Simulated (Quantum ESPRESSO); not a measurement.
# BAs (F-43m): zone-centre phonons

Which modes does BAs (F-43m) have at the zone centre?

Program: Quantum ESPRESSO 7.5. Level of theory: DFT LDA, scalar-relativistic, plane waves, GBRV ultrasoft pseudopotentials. Results are calculated unless marked as measured.

The experiments to compare with:

“Thermal expansion coefficients of high thermal conducting BAs and BP materials” (2019, arxiv:1906.04101) reports for BAs, zinc blende, by single-crystal XRD (Mo K-alpha) (CVT-grown single crystal, 100 K): lattice constant a (cubic a at 100 K) 4.7741 ± 0.0015 Å.

“Basic Physical Properties of Cubic Boron Arsenide” (2019, arxiv:1911.11281) reports for BAs, zinc blende, by UV-visible absorption (single crystal grown by chemical vapor transport, 300 K): band gap (indirect optical gap from absorption edge) 1.82 eV [room-temperature optical absorption edge, not a zero-temperature fundamental gap].

## 1. Starting point

The structure is cubic, space group F-43m (No. 216). Conventional cell: a = 4.777 Å, b = 4.777 Å, c = 4.777 Å, α = 90.00°, β = 90.00°, γ = 90.00°. Nearest to B lie 4 As at 2.07 Å. Nearest to As lie 4 B at 2.07 Å. Farther neighbours are not listed.

Coordinates:

```cif
data_structure
_symmetry_space_group_name_H-M 'F-43m'
_symmetry_Int_Tables_number 216
_cell_length_a 4.7770
_cell_length_b 4.7770
_cell_length_c 4.7770
_cell_angle_alpha 90.000
_cell_angle_beta 90.000
_cell_angle_gamma 90.000
_cell_volume 109.01
loop_
_atom_site_label
_atom_site_type_symbol
_atom_site_symmetry_multiplicity
_atom_site_Wyckoff_symbol
_atom_site_fract_x
_atom_site_fract_y
_atom_site_fract_z
_atom_site_occupancy
B1 B 4 a 0.00000 0.00000 0.00000 1
As1 As 4 d 0.25000 0.25000 0.75000 1
```

## 2. A probe with smearing

Before anything dear is run, a loose run with smearing shows whether this is a metal and how far the cell is from rest.

Input file probe.in:

```
&CONTROL
  calculation = 'scf'
  prefix      = 'x'
  outdir      = './tmp'
  pseudo_dir  = './pseudo'
  tprnfor     = .true.
  tstress     = .true.
  verbosity   = 'high'
/
&SYSTEM
  ibrav       = 0
  nat         = 2
  ntyp        = 2
  ecutwfc     = 40.0
  ecutrho     = 240.0
  occupations = 'smearing'
  smearing    = 'gaussian'
  degauss     = 0.01
/
&ELECTRONS
  conv_thr         = 1.0d-07
  mixing_beta      = 0.7
  electron_maxstep = 100
/
ATOMIC_SPECIES
 B      10.8100  B.upf
 As     74.9216  As.upf
CELL_PARAMETERS angstrom
     0.000000000    2.388500000    2.388500000
     2.388500000    0.000000000    2.388500000
     2.388500000    2.388500000    0.000000000
ATOMIC_POSITIONS crystal
 B      0.000000000   0.000000000   0.000000000
 As     0.250000000   0.250000000   0.250000000
K_POINTS automatic
 6 6 6 0 0 0
```

Launch:

```bash
> OMP_NUM_THREADS=1 mpirun -n 4 pw.x -nk 4 -in probe.in > probe.out
```

The log of the run:

```text
[banners, grids, parts of the stress and lines that vanish by symmetry left out]
Program PWSCF v.7.5
     Message from routine setup:
     using ibrav=0 with symmetry is DISCOURAGED, use correct ibrav instead
[...]
kinetic-energy cutoff     =      40.0000  Ry
     charge density cutoff     =     240.0000  Ry
     scf convergence threshold =      1.0E-07
[...]
Exchange-correlation= SLA  PZ   NOGX NOGC
                           (   1   1   0   0   0   0   0)
[...]
24 Sym. Ops. (no inversion) found
[...]
(     0          1          0      )
                  (     0          0          1      )
[...]
( -0.0000000  1.0000000  0.0000000 )
                  ( -0.0000000  0.0000000  1.0000000 )
[...]
(     1          0         -1      )
                  (     0          0         -1      )
[...]
(  0.0000000  1.0000000 -0.0000000 )
[...]
(     1         -1          0      )
                  (     0         -1          0      )
[...]
(  0.0000000 -0.0000000  1.0000000 )
                  (  0.0000000 -1.0000000  0.0000000 )
[...]
number of k points=    16  Gaussian smearing, width (Ry)=  0.0100
[...]
End of self-consistent calculation
[...]
the Fermi energy is     8.9632 ev
!    total energy              =     -46.19060100 Ry
[...]
convergence has been achieved in   6 iterations
[...]
atom    1 type  1   force =     0.00000000   -0.00000000   -0.00000000
     atom    2 type  2   force =    -0.00000000    0.00000000    0.00000000
[...]
Total force =     0.000000     Total SCF correction =     0.000000
[...]
total   stress  (Ry/bohr**3)                   (kbar)     P=      -25.50
[...]
XML data file, charge density, pseudopotentials, collected wavefunctions

   JOB DONE.
```

Run time: 1.9 s. Hardware: 4 MPI ranks of Intel Xeon Platinum 8375C at 2.90GHz (Ice Lake), shared host; 6.8 s of CPU time.

Numbers from this step:

- volume per atom: 13.63 Å³
- pressure: -2.55 GPa
- gap on the k-mesh: 1.222 eV

A gap of 1.2 eV opens on this mesh, so the crystal is taken as an insulator; the start stands at -2.5 GPa.

## 3. Relaxation

The relaxation runs at a cutoff a fifth above that of the response, since stress converges more slowly with the basis than frequencies do. Forces and stress are brought to rest with tight thresholds.

Input file relax.in:

```
&CONTROL
  calculation   = 'vc-relax'
  prefix        = 'x'
  outdir        = './tmp'
  pseudo_dir    = './pseudo'
  tprnfor       = .true.
  tstress       = .true.
  forc_conv_thr = 2.0d-05
  etot_conv_thr = 1.0d-07
  nstep         = 40
/
&SYSTEM
  ibrav       = 0
  nat         = 2
  ntyp        = 2
  ecutwfc     = 48
  ecutrho     = 288.0
  occupations = 'fixed'
  nbnd        = 6
/
&ELECTRONS
  conv_thr         = 1.0d-11
  mixing_beta      = 0.7
  electron_maxstep = 100
/
&IONS
/
&CELL
  press_conv_thr = 0.2
/
ATOMIC_SPECIES
 B      10.8100  B.upf
 As     74.9216  As.upf
CELL_PARAMETERS angstrom
     0.000000000    2.388500000    2.388500000
     2.388500000    0.000000000    2.388500000
     2.388500000    2.388500000    0.000000000
ATOMIC_POSITIONS crystal
 B      0.000000000   0.000000000   0.000000000
 As     0.250000000   0.250000000   0.250000000
K_POINTS automatic
 8 8 8 0 0 0
```

Launch:

```bash
> OMP_NUM_THREADS=1 mpirun -n 4 pw.x -nk 4 -in relax.in > relax.out
```

The log of the run:

```text
[banners, grids, parts of the stress and lines that vanish by symmetry left out]
[banner, memory and clock lines left out]
Program PWSCF v.7.5

[...]
kinetic-energy cutoff     =      48.0000  Ry
     charge density cutoff     =     288.0000  Ry
     scf convergence threshold =      1.0E-11
[...]
energy convergence thresh.=      1.0E-07
     force convergence thresh. =      2.0E-05
     press convergence thresh. =      2.0E-01
     Exchange-correlation= SLA  PZ   NOGX NOGC
                           (   1   1   0   0   0   0   0)
[...]
24 Sym. Ops. (no inversion) found
[...]
number of k points=    29
[...]
End of self-consistent calculation
[...]
highest occupied, lowest unoccupied level (ev):     8.3682    9.5031
!    total energy              =     -46.19199929 Ry
[...]
convergence has been achieved in  12 iterations
[...]
atom    1 type  1   force =    -0.00000000    0.00000000    0.00000000
     atom    2 type  2   force =     0.00000000    0.00000000   -0.00000000
     Total force =     0.000000     Total SCF correction =     0.000000
[...]
total   stress  (Ry/bohr**3)                   (kbar)     P=      -26.24
[...]
number of bfgs steps    =   0
[...]
CELL_PARAMETERS (angstrom)
[...]
ATOMIC_POSITIONS (crystal)
B                0.0000000000        0.0000000000       -0.0000000000
As               0.2500000000        0.2500000000        0.2500000000
[...]
New effective cutoffs (rho, wfc):  289.37   48.42
[...]
End of self-consistent calculation
[...]
highest occupied, lowest unoccupied level (ev):     8.5496    9.6732
!    total energy              =     -46.19227911 Ry
[...]
convergence has been achieved in   8 iterations
[...]
atom    1 type  1   force =     0.00000000    0.00000000    0.00000000
     atom    2 type  2   force =     0.00000000   -0.00000000    0.00000000
     Total force =     0.000000     Total SCF correction =     0.000000
[...]
total   stress  (Ry/bohr**3)                   (kbar)     P=       -7.47
[...]
number of bfgs steps    =   1
[...]
CELL_PARAMETERS (angstrom)
[...]
ATOMIC_POSITIONS (crystal)
B                0.0000000000        0.0000000000       -0.0000000000
As               0.2500000000        0.2500000000        0.2500000000
[...]
New effective cutoffs (rho, wfc):  290.39   48.59
[...]
End of self-consistent calculation
[...]
highest occupied, lowest unoccupied level (ev):     8.6216    9.7408
!    total energy              =     -46.19230275 Ry
[...]
convergence has been achieved in   9 iterations
[...]
atom    1 type  1   force =     0.00000000    0.00000000    0.00000000
     atom    2 type  2   force =    -0.00000000    0.00000000   -0.00000000
     Total force =     0.000000     Total SCF correction =     0.000000
[...]
total   stress  (Ry/bohr**3)                   (kbar)     P=        0.22
[...]
number of bfgs steps    =   2
[...]
CELL_PARAMETERS (angstrom)
[...]
ATOMIC_POSITIONS (crystal)
B                0.0000000000        0.0000000000       -0.0000000000
As               0.2500000000        0.2500000000        0.2500000000
[...]
New effective cutoffs (rho, wfc):  290.36   48.59
[...]
End of self-consistent calculation
[...]
highest occupied, lowest unoccupied level (ev):     8.6196    9.7388
!    total energy              =     -46.19230277 Ry
[...]
convergence has been achieved in   6 iterations
[...]
atom    1 type  1   force =     0.00000000    0.00000000    0.00000000
     atom    2 type  2   force =     0.00000000   -0.00000000    0.00000000
     Total force =     0.000000     Total SCF correction =     0.000000
[...]
total   stress  (Ry/bohr**3)                   (kbar)     P=       -0.00
[...]
bfgs converged in   4 scf cycles and   3 bfgs steps
[...]
End of BFGS Geometry Optimization
     Final enthalpy           =     -46.1923027678 Ry
     File ./tmp/x.bfgs deleted, as requested
[...]
CELL_PARAMETERS (angstrom)
[...]
ATOMIC_POSITIONS (crystal)
B                0.0000000000        0.0000000000       -0.0000000000
As               0.2500000000        0.2500000000        0.2500000000
[...]
Final scf calculation at the relaxed structure.
[...]
kinetic-energy cutoff     =      48.0000  Ry
     charge density cutoff     =     288.0000  Ry
     scf convergence threshold =      1.0E-13
[...]
press convergence thresh. =      2.0E-01
     Exchange-correlation= SLA  PZ   NOGX NOGC
                           (   1   1   0   0   0   0   0)
[...]
24 Sym. Ops. (no inversion) found
[...]
number of k points=    29
[...]
End of self-consistent calculation
[...]
highest occupied, lowest unoccupied level (ev):     8.6197    9.7389
!    total energy              =     -46.19228669 Ry
[...]
convergence has been achieved in  15 iterations
[...]
atom    1 type  1   force =     0.00000000   -0.00000000   -0.00000000
     atom    2 type  2   force =     0.00000000    0.00000000    0.00000000
     Total force =     0.000000     Total SCF correction =     0.000000
[...]
total   stress  (Ry/bohr**3)                   (kbar)     P=        0.08
[...]
XML data file, charge density, pseudopotentials, collected wavefunctions
```

Elapsed: 9.4 s, on 4 MPI ranks.

Relaxation path:

```tsv
step	energy less that of the first step (eV)	largest force (eV/Å)	pressure (GPa)	volume (Å³)
1	0.0000	0.0000	-2.62	27.25
2	-0.0038	0.0000	-0.75	26.89
3	-0.0041	0.0000	0.02	26.75
4	-0.0041	0.0000	0.00	26.75
5	-0.0039	0.0000	0.01	26.75
```

```tsv
conventional cell, symmetrised	before	after	change
a (Å)	4.777	4.748	-0.6 %
b (Å)	4.777	4.748	-0.6 %
c (Å)	4.777	4.748	-0.6 %
volume (Å³/atom)	13.63	13.38	-1.8 %
```

Final coordinates:

```xyz
2
Lattice="0.0000 2.3738 2.3738 2.3738 0.0000 2.3738 2.3738 2.3738 0.0000" Properties=species:S:1:pos:R:3 pbc="T T T"
B     0.0000    0.0000    0.0000
As    1.1869    1.1869    1.1869
```

The last row of the table of steps is pw.x's closing run on a basis chosen anew for the final cell, so its energy can jump.

Read from the output:

| Quantity | Value |
| --- | --- |
| volume per atom | 13.38 Å³ |
| pressure | 0.008 GPa |
| gap on the k-mesh | 1.119 eV |

The volume changes by -1.8 % from the cell with which this run began.

## 4. Ground state

Perturbation theory inherits every error of the wavefunctions, so the threshold is set near the limit of the arithmetic. With a gap, occupations are fixed, which also allows the response to an electric field.

Input file scf.in:

```
&CONTROL
  calculation = 'scf'
  prefix      = 'x'
  outdir      = './tmp'
  pseudo_dir  = './pseudo'
  tprnfor     = .true.
  tstress     = .true.
/
&SYSTEM
  ibrav       = 0
  nat         = 2
  ntyp        = 2
  ecutwfc     = 40.0
  ecutrho     = 240.0
  occupations = 'fixed'
  nbnd        = 6
/
&ELECTRONS
  conv_thr         = 1.0d-12
  mixing_beta      = 0.7
  electron_maxstep = 100
/
ATOMIC_SPECIES
 B      10.8100  B.upf
 As     74.9216  As.upf
CELL_PARAMETERS angstrom
     0.000000000    2.373788356    2.373788356
     2.373788356    0.000000000    2.373788356
     2.373788356    2.373788356    0.000000000
ATOMIC_POSITIONS crystal
 B      0.000000000   0.000000000   0.000000000
 As     0.250000000   0.250000000   0.250000000
K_POINTS automatic
 8 8 8 0 0 0
```

Launch:

```bash
> OMP_NUM_THREADS=1 mpirun -n 4 pw.x -nk 4 -in scf.in > scf.out
```

The log of the run:

```text
[banners, grids, parts of the stress and lines that vanish by symmetry left out]
[banner, memory and clock lines left out]
Program PWSCF v.7.5

[...]
kinetic-energy cutoff     =      40.0000  Ry
     charge density cutoff     =     240.0000  Ry
     scf convergence threshold =      1.0E-12
[...]
Exchange-correlation= SLA  PZ   NOGX NOGC
                           (   1   1   0   0   0   0   0)
[...]
24 Sym. Ops. (no inversion) found
[...]
number of k points=    29
[...]
End of self-consistent calculation
[...]
highest occupied, lowest unoccupied level (ev):     8.6203    9.7394
!    total energy              =     -46.19212256 Ry
[...]
convergence has been achieved in  13 iterations
[...]
atom    1 type  1   force =    -0.00000000   -0.00000000    0.00000000
     atom    2 type  2   force =     0.00000000   -0.00000000   -0.00000000
     Total force =     0.000000     Total SCF correction =     0.000000
[...]
total   stress  (Ry/bohr**3)                   (kbar)     P=        0.42
[...]
XML data file, charge density, pseudopotentials, collected wavefunctions
```

The job ended after 2.7 s (4 MPI ranks; 10 s of CPU time).

Read from the output:

```yaml
pressure: 0.042 GPa
```

The cell stands at 0.042 GPa, close enough for phonons.

(Part 1 of 2 ends here.)

[Host names and launcher messages were left out of these logs when they were recorded.]

[Logs are printed without paths, hosts, clocks, repeated set-up lines and the standing remarks that a program may print on its own settings, such as how far it seeks lower states.]

[Hosts, paths, dates, database ids (printed as entryN), source tags and the programs' standing remarks are cut or masked in the printed files.]
